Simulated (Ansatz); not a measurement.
Elastic constants of ZnS: input and output

All numbers below come from Ansatz, DFT PBE, scalar-relativistic, plane waves, PAW.

Launched with:
```bash
ansatz run input.yaml --threads 1 --pin off --max-ram 3072MiB --backend cpu --events-out ev --progress --plain --runs-dir out
```

Input (bare energies are in eV):
```yaml
crystal:
  lattice:
    - [0.0, 2.7217980454, 2.7217980454]
    - [2.7217980454, 0.0, 2.7217980454]
    - [2.7217980454, 2.7217980454, 0.0]
  atoms:
    - { symbol: Zn, position: [0.25, 0.25, 0.25] }
    - { symbol: S, position: [0.0, 0.0, 0.0] }
basis:
  ecutwfc: 420
kpoints:
  mp_grid: { grid: [10, 10, 10] }
hamiltonian:
  xc: pbe
scf:
  occupations: { method: fixed }
output:
  forces: true
  stress: true
  eigenvalues: true
  polarization: {}
elastic:
  mode: relaxed_ion
  stencil: two_point
```

From the output:
```
--- Elastic constants: 2 strain directions × 2 members + reference (group order 24) ---
  dense FFT box of the reference and of every strained cell: 27×27×27
  strains applied: 11, 23; error gains: componentwise 1.00 (the most a stress slope's error grows in a printed constant), spectral 1.73 (1 for all six strains in a standard setting)
  C = ∂σ_k/∂η_j (tension-positive GPa; Voigt order 11 22 33 23 13 12):
        96.914     55.824     55.824     -0.000      0.000      0.000
        55.824     96.914     55.824     -0.000      0.000      0.000
        55.824     55.824     96.914     -0.000      0.000      0.000
         0.000      0.000      0.000     46.015     -0.000     -0.000
        -0.000     -0.000      0.000      0.000     46.015     -0.000
        -0.000      0.000      0.000      0.000     -0.000     46.015
  reference stress σ⁰ (GPa):     -0.000     -0.000     -0.000     -0.000      0.000     -0.000
  C* (energy form; C + prestress term) asymmetry max|C*_kj − C*_jk| = 1.421e-14 GPa — a small one proves nothing (zero by symmetry where the batch's group is 432, −43m or m−3m); a large one is finite-difference/SCF noise where every solve ...
  moduli (Voigt/Reuss/Hill, GPa): K = 69.52/69.52/69.52   G = 35.83/30.76/33.29   E = 86.13   ν = 0.294
  mechanically stable: yes (min eigenvalue of sym C = 41.09 GPa)
  e, the proper piezoelectric tensor (elastic.mode: relaxed_ion; C/m²; rows x y z; Voigt order 11 22 33 23 13 12):
       0.00000    0.00000    0.00000   -0.04102   -0.00000   -0.00000
      -0.00000   -0.00000    0.00000    0.00000   -0.04102    0.00000
      -0.00000    0.00000   -0.00000    0.00000    0.00000   -0.04102
  ±, each entry's uncertainty from the finite density of the strings (C/m²), an estimate: the size of the correction for it that the entry includes:
       0.00000    0.00000    0.00000    0.00269    0.00000    0.00000
       0.00000    0.00000    0.00000    0.00000    0.00269    0.00000
       0.00000    0.00000    0.00000    0.00000    0.00000    0.00269
  the group's symmetry takes up to 9.9e-9 C/m² out of the measured responses: error of the strings' finite density and of the mesh across them, as far as it breaks the symmetry (raise kpoints.mp_grid and any string_points); the largest step ...
  strain η (Voigt 11):  stress-route row diagonal C_11 = 96.91 GPa, energy-path curvature d²(F+E_count+ΔE)/dδ²/Ω₀ = 97.51 GPa
         δ    σ_11 (GPa) F (eV) n_scf n_hpsi n_pw
    -2.000e-3      -0.1942       -4222.7343746       9   30396    801   relax 0 steps, max|allowed force component| 5.55e-17 eV/Å
     2.000e-3       0.1934       -4222.7343783       9   30313    804   relax 0 steps, max|allowed force component| 8.33e-17 eV/Å
  strain η (Voigt 23):  stress-route row diagonal C_44 = 46.02 GPa, energy-path curvature d²(F+E_count+ΔE)/dδ²/Ω₀ = 46.53 GPa
         δ    σ_23 (GPa) F (eV) n_scf n_hpsi n_pw
    -2.000e-3      -0.0920       -4222.7344023       8   39818    803   relax 3 steps, max|allowed force component| 1.09e-7 eV/Å
     2.000e-3       0.0920       -4222.7344023       8   39809    803   relax 3 steps, max|allowed force component| 1.17e-7 eV/Å
--- Formal polarisation (Berry phase): one branch of a lattice of values; only differences between neighbouring runs are physical ---
  axis mesh electronic ionic p = total spread (rad) least overlap resolved gap  δp at fixed H ≤   (phases in cycles; p mod 2; gap in eV; gap and δp judge the states as solved, not the mesh's step, its ...
  b1    10×10×10       -0.50000000     3.00000000     2.50000000      0.205507         0.8969        2.0149           1.9e-6
  b2    10×10×10       -0.50000000     3.00000000     2.50000000      0.205507         0.8969        2.0149           1.9e-6
  b3    10×10×10       -0.50000000     3.00000000     2.50000000      0.205507         0.8969        2.0149           1.9e-6
  quantum along a1:   0.19089880 e/Å² =   305.853599 µC/cm²
  quantum along a2:   0.19089880 e/Å² =   305.853599 µC/cm²
  quantum along a3:   0.19089880 e/Å² =   305.853599 µC/cm²
  P = (  0.33746459,   0.33746459,   0.33746459) e/Å² = (  540.677886,   540.677886,   540.677886) µC/cm²  (mod the quanta)
```

The run took 89 s on 1 thread of AMD EPYC 7R43 64-Core Processor (Zen 3), with other jobs on the host, peak memory 0.57 GiB.